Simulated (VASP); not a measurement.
# TaS2 (P-3m1) in VASP: notebook

One crystal, TaS2, is run at these levels: r2SCAN+U; tasks: single point.

Everything below comes from runs of VASP 6.6.1. Logs are shortened: lines on timing, memory, paths and dates and some standing lists are left out, and cuts for length are marked.

**1. The crystal as given**

Symmetry: P-3m1, No. 164, trigonal system. Conventional cell: a = 3.350 Å, b = 3.350 Å, c = 5.860 Å, α = 90.00°, β = 90.00°, γ = 120.00°. Ta (site symmetry -3m) has 6 S at 2.43 Å as nearest neighbours. S (site symmetry 3m) has 3 Ta at 2.43 Å as nearest neighbours.

**2. Single point, r2SCAN+U, collinear spin, ferromagnetic start**

INCAR reads:

```
SYSTEM = TaS2
PREC = Accurate ; ENCUT = 520
EDIFF = 1E-6 ; ISMEAR = 0
SIGMA = 0.05 ; LREAL = .FALSE.
LASPH = .TRUE. ; NELM = 100
ALGO = Normal ; ISIF = 2
LWAVE = .FALSE. ; LCHARG = .FALSE.
ISPIN = 2 ; MAGMOM = 0.5 0 0
LORBIT = 11 ; LMAXMIX = 4
LDAU = .TRUE. ; LDAUTYPE = 2
LDAUL = 2 -1 ; LDAUU = 8 0
LDAUJ = 0 0 ; LDAUPRINT = 1
METAGGA = R2SCAN ; LMIXTAU = .TRUE.
```

KPOINTS reads:

```
Automatic mesh
0
G
  7 7 3
  0 0 0
```

POSCAR reads:

```
TaS2
1.0
    3.3500014000      0.0000000000      0.0000000000
   -1.6750007000      2.9011863100      0.0000000000
    0.0000000000      0.0000000000      5.8599987400
Ta S
1 2
Direct
    0.0000000000      0.0000000000      0.0000000000
    0.3333333333      0.6666666667      0.2500000000
    0.6666666667      0.3333333333      0.7500000000
```

Potentials or basis: VASP PAW PBE potentials, release 64 (Ta_pv, S).

On the command line:

```
> cat potpaw_PBE.64/Ta_pv/POTCAR potpaw_PBE.64/S/POTCAR > POTCAR
> mpirun -np 1 vasp_std > vasp.out
```

OUTCAR:

```text
SYSTEM = TaS2
   PREC = Accurate
   ENCUT = 520
   EDIFF = 1E-6
   ISMEAR = 0
   LREAL = .FALSE.
   LASPH = .TRUE.
   NELM = 100
   ISIF = 2
   ISPIN = 2
   LORBIT = 11
   METAGGA = R2SCAN

 ion  position               nearest neighbor table
   1  0.000  0.000  0.000-   2 2.43   3 2.43   3 2.43   2 2.43   3 2.43   2 2.43
   2  0.333  0.667  0.250-   1 2.43   1 2.43   1 2.43
   3  0.667  0.333  0.750-   1 2.43   1 2.43   1 2.43

  LATTYP: Found a hexagonal cell.
 ALAT       =     3.3500014000
 C/A-ratio  =     1.7492526242

  Lattice vectors:

 A1 = (   3.3500014000,   0.0000000000,   0.0000000000)
 A2 = (  -1.6750007000,   2.9011863100,   0.0000000000)
 A3 = (   0.0000000000,   0.0000000000,   5.8599987400)

Analysis of symmetry for initial positions (statically):
=====================================================================
 Subroutine PRICEL returns:
 Original cell was already a primitive cell.

 Routine SETGRP: Setting up the symmetry group for a
 hexagonal supercell.

 Subroutine GETGRP returns: Found 12 space group operations
 (whereof 12 operations were pure point group operations)
 out of a pool of 24 trial point group operations.

The static configuration has the point symmetry D_3d.

Analysis of symmetry for dynamics (positions and initial velocities):
=====================================================================
 Subroutine PRICEL returns:
 Original cell was already a primitive cell.

 Routine SETGRP: Setting up the symmetry group for a
 hexagonal supercell.

 Subroutine GETGRP returns: Found 12 space group operations
 (whereof 12 operations were pure point group operations)
 out of a pool of 24 trial point group operations.

The dynamic configuration has the point symmetry D_3d.

Analysis of structural, dynamic, and magnetic symmetry:
=====================================================================
 Subroutine PRICEL returns:
 Original cell was already a primitive cell.

 Routine SETGRP: Setting up the symmetry group for a
 hexagonal supercell.

 Subroutine GETGRP returns: Found 12 space group operations
 (whereof 12 operations were pure point group operations)
 out of a pool of 24 trial point group operations.

The overall configuration has the point symmetry D_3d.

 Subroutine INISYM returns: Found 12 space group operations
 (whereof 12 operations are pure point group operations),
 and found     1 'primitive' translations

----------------------------------------------------------------------------------------

                                     Primitive cell

  volume of cell :      56.9532

  direct lattice vectors                    reciprocal lattice vectors
     3.350001400  0.000000000  0.000000000     0.298507338  0.172343292  0.000000000
    -1.675000700  2.901186310  0.000000000     0.000000000  0.344686584  0.000000000
     0.000000000  0.000000000  5.859998740     0.000000000  0.000000000  0.170648501

  length of vectors
     3.350001400  3.350001396  5.859998740     0.344686584  0.344686584  0.170648501

  position of ions in fractional coordinates (direct lattice)
     0.000000000  0.000000000  0.000000000
     0.333333333  0.666666667  0.250000000
     0.666666667  0.333333333  0.750000000

  ion indices of the primitive-cell ions
   primitive index   ion index
                 1           1
                 2           2
                 3           3

----------------------------------------------------------------------------------------

 KPOINTS: Automatic mesh

Automatic generation of k-mesh.
 Grid dimensions read from file:
 generate k-points for:    7    7    3

 Generating k-lattice:

[... 107 lines left out ...]

  energy without entropy =      -68.84479176  energy(sigma->0) =      -68.84535978

atom =   1  type =  1  l = 2

 onsite density matrix

spin component  1

  0.2268  0.0000 -0.0000  0.0179 -0.0000
  0.0000  0.3187 -0.0000 -0.0000  0.0179
 -0.0000 -0.0000  0.2102 -0.0000 -0.0000
  0.0179 -0.0000 -0.0000  0.3187 -0.0000
 -0.0000  0.0179 -0.0000 -0.0000  0.2268

spin component  2

  0.1390  0.0000 -0.0000 -0.0757 -0.0000
  0.0000  0.1962  0.0000 -0.0000 -0.0757
 -0.0000  0.0000  0.0832 -0.0000 -0.0000
 -0.0757 -0.0000 -0.0000  0.1962 -0.0000
 -0.0000 -0.0757 -0.0000 -0.0000  0.1390

 occupancies and eigenvectors

  o =  0.0832  v =  0.0000  0.0000  0.0000  0.0000  0.0000 -0.0000 -0.0000 -1.0000 -0.0000 -0.0000      0.0000  0.0000  0.0000  0.0000  0.0000  0.0000  0.0000  0.0000  0.0000  0.0000
  o =  0.0867  v =  0.0000  0.0000  0.0000  0.0000  0.0000  0.0000  0.5684 -0.0000  0.0000  0.8227      0.0000  0.0000  0.0000  0.0000  0.0000  0.0000  0.0000  0.0000  0.0000  0.0000
  o =  0.0867  v =  0.0000  0.0000  0.0000  0.0000  0.0000 -0.8227  0.0000 -0.0000 -0.5684  0.0000      0.0000  0.0000  0.0000  0.0000  0.0000  0.0000  0.0000  0.0000  0.0000  0.0000
  o =  0.2102  v = -0.0000  0.0000 -1.0000  0.0000 -0.0000  0.0000  0.0000  0.0000  0.0000  0.0000      0.0000  0.0000  0.0000  0.0000  0.0000  0.0000  0.0000  0.0000  0.0000  0.0000
  o =  0.2234  v = -0.0000  0.1849  0.0000  0.0000 -0.9828  0.0000  0.0000  0.0000  0.0000  0.0000      0.0000  0.0000  0.0000  0.0000  0.0000  0.0000  0.0000  0.0000  0.0000  0.0000
  o =  0.2234  v = -0.9828 -0.0000 -0.0000  0.1849  0.0000  0.0000  0.0000  0.0000  0.0000  0.0000      0.0000  0.0000  0.0000  0.0000  0.0000  0.0000  0.0000  0.0000  0.0000  0.0000
  o =  0.2485  v =  0.0000  0.0000  0.0000  0.0000  0.0000  0.0000 -0.8227 -0.0000 -0.0000  0.5684      0.0000  0.0000  0.0000  0.0000  0.0000  0.0000  0.0000  0.0000  0.0000  0.0000
  o =  0.2485  v =  0.0000  0.0000  0.0000  0.0000  0.0000 -0.5684 -0.0000 -0.0000  0.8227  0.0000      0.0000  0.0000  0.0000  0.0000  0.0000  0.0000  0.0000  0.0000  0.0000  0.0000
  o =  0.3220  v =  0.0000 -0.9828  0.0000  0.0000 -0.1849  0.0000  0.0000  0.0000  0.0000  0.0000      0.0000  0.0000  0.0000  0.0000  0.0000  0.0000  0.0000  0.0000  0.0000  0.0000
  o =  0.3220  v = -0.1849 -0.0000  0.0000 -0.9828 -0.0000  0.0000  0.0000  0.0000  0.0000  0.0000      0.0000  0.0000  0.0000  0.0000  0.0000  0.0000  0.0000  0.0000  0.0000  0.0000

 number of electron      22.9999999 magnetization       0.7565904

 Free energy of the ion-electron system (eV)
  ---------------------------------------------------
  ext. energy  EPLUGINS =         0.00000000
  ---------------------------------------------------
  free energy    TOTEN  =       -61.30668321 eV

  energy without entropy =      -61.30572063  energy(sigma->0) =      -61.30620192

 E-fermi :   6.3753     XC(G=0): -11.1654

 val. band max:        6.3505096318   @ k =   0.1429   0.1429   0.3333
 cond. band min:       6.4987348546   @ k =   0.0000   0.2857   0.3333
 fundamental gap:      0.1482252228
 Fermi energy:         6.3752952538

 spin component 1

 k-point     1 :       0.0000    0.0000    0.0000
  band No.  band energies     occupation
      1     -32.3928      1.00000
      2     -32.3378      1.00000
      3     -32.3378      1.00000
      4     -10.2708      1.00000
      5      -7.9798      1.00000
      6      -1.5728      1.00000
      7       1.5326      1.00000
      8       1.5326      1.00000
      9       4.2672      1.00000
     10       4.8543      1.00000
     11       4.8543      1.00000
     12       5.7135      1.00000
[... 330 lines left out ...]
      1     -32.5728      1.00000
      2     -32.4969      1.00000
      3     -32.3309      1.00000
      4      -7.9504      1.00000
      5      -7.8137      1.00000
      6      -0.7320      1.00000
      7      -0.2100      1.00000
      8       0.5179      1.00000
      9       1.5375      1.00000
     10       2.0220      1.00000
     11       2.3516      1.00000
     12       7.0655      0.00000
     13       7.2890      0.00000
     14       8.6307      0.00000
     15      10.3048      0.00000
 Fermi energy:         6.3752952538

 spin component 2

 k-point     1 :       0.0000    0.0000    0.0000
  band No.  band energies     occupation
      1     -31.9139      1.00000
      2     -31.9139      1.00000
      3     -31.8921      1.00000
      4     -10.1918      1.00000
      5      -8.0020      1.00000
      6      -1.2848      1.00000
      7       1.6882      1.00000
      8       1.6882      1.00000
      9       4.2782      1.00000
     10       4.8117      1.00000
     11       4.8117      1.00000
     12       7.6849      0.00000
[... 331 lines left out ...]
      2     -32.0689      1.00000
      3     -31.8298      1.00000
      4      -7.9521      1.00000
      5      -7.8200      1.00000
      6      -0.4128      1.00000
      7       0.1382      1.00000
      8       0.7869      1.00000
      9       1.6994      1.00000
     10       2.1657      1.00000
     11       2.4506      1.00000
     12       8.3297      0.00000
     13       8.4919      0.00000
     14      10.1033      0.00000
     15      10.5968      0.00000

------------------------ aborting loop because EDIFF is reached ----------------------------------------

  FORCE on cell =-STRESS in cart. coord.  units (eV):
  Direction    XX          YY          ZZ          XY          YZ          ZX
  --------------------------------------------------------------------------------------
  -------------------------------------------------------------------------------------
  Total        7.1190857      7.1190857      5.9736791      0.0000000      0.0000000      0.0000000
  in kB      200.2703580    200.2703573    168.0483845      0.0000000      0.0000000      0.0000000
  external PRESSURE =     189.5296999 kB  Pullay stress =       0.0000000 kB

 VOLUME and BASIS-vectors are now :
 -----------------------------------------------------------------------------
  energy-cutoff  :      520.00
  volume of cell :       56.95
      direct lattice vectors                 reciprocal lattice vectors
     3.350001400  0.000000000  0.000000000     0.298507338  0.172343292  0.000000000
    -1.675000700  2.901186310  0.000000000     0.000000000  0.344686584  0.000000000
     0.000000000  0.000000000  5.859998740     0.000000000  0.000000000  0.170648501

 POSITION                                       TOTAL-FORCE (eV/Angst)
 -----------------------------------------------------------------------------------
      0.00000      0.00000      0.00000        -0.000000      0.000000      0.000000
     -0.00000      1.93412      1.46500         0.000000     -0.000000      1.763015
      1.67500      0.96706      4.39500         0.000000      0.000000     -1.763015
 -----------------------------------------------------------------------------------
    total drift:                               -0.000000     -0.000000     -0.000000

  FREE ENERGIE OF THE ION-ELECTRON SYSTEM (eV)
  ---------------------------------------------------
  free  energy   TOTEN  =       -61.3066832121 eV

  energy  without entropy=      -61.3057206277  energy(sigma->0) =      -61.30620192

 total charge

# of ion       s       p       d       tot
------------------------------------------
    1        0.364   6.275   2.014   8.653
    2        1.342   2.489   0.000   3.831
    3        1.342   2.489   0.000   3.831
--------------------------------------------------
tot          3.048  11.254   2.014  16.316

 magnetization (x)

# of ion       s       p       d       tot
------------------------------------------
    1        0.011   0.007   0.540   0.559
    2       -0.000  -0.028   0.000  -0.028
    3       -0.000  -0.028   0.000  -0.028
--------------------------------------------------
tot          0.011  -0.048   0.540   0.503
```

Run time: 3.3 min. Hardware: 1 thread of Intel Xeon Platinum 8259CL at 2.50GHz (Skylake/Cascade Lake), shared host; peak memory 0.24 GiB.

Results:

- Free energy: -61.3067 eV
- Pressure: 19.0 GPa
- Largest force: 1.763 eV/Å
- Band gap on the k mesh: none (metal or under the smearing width)
- Net moment: 0.76 μB per cell
- Site moments: Ta +0.56; S -0.03 μB
- Valence electrons inside the program's atomic spheres: Ta 8.65; S 3.83

Forces in eV/Å, atoms in the order of the input:
```
Ta   0.000  0.000  0.000
S    0.000  0.000  1.763
S    0.000  0.000 -1.763
```

Levels at points of the mesh, in eV from the Fermi level:
Spin up:
```tsv
k point	band 9	band 10	band 11	band 12	band 13	band 14	band 15
(0.00, 0.00, 0.00)	-2.11	-1.52	-1.52	-0.66	-0.66	0.16	4.02
```
Spin down:
```
           k point  band 7  band 8  band 9  band 10  band 11  band 12  band 13  band 14  band 15
(0.00, 0.00, 0.00)   -4.69   -4.69   -2.10    -1.56    -1.56     1.31     1.31     1.33     4.15
```

Eigenvalues of the final occupation matrices:
```tsv
site	spin	trace	eigenvalues
site 1 d	1	1.30	0.21 0.22 0.22 0.32 0.32
site 1 d	2	0.75	0.08 0.09 0.09 0.25 0.25
```

Caveat: the PAW data sets were made with another functional, which shifts forces and pressure a little.

[end of part 1 of 4]
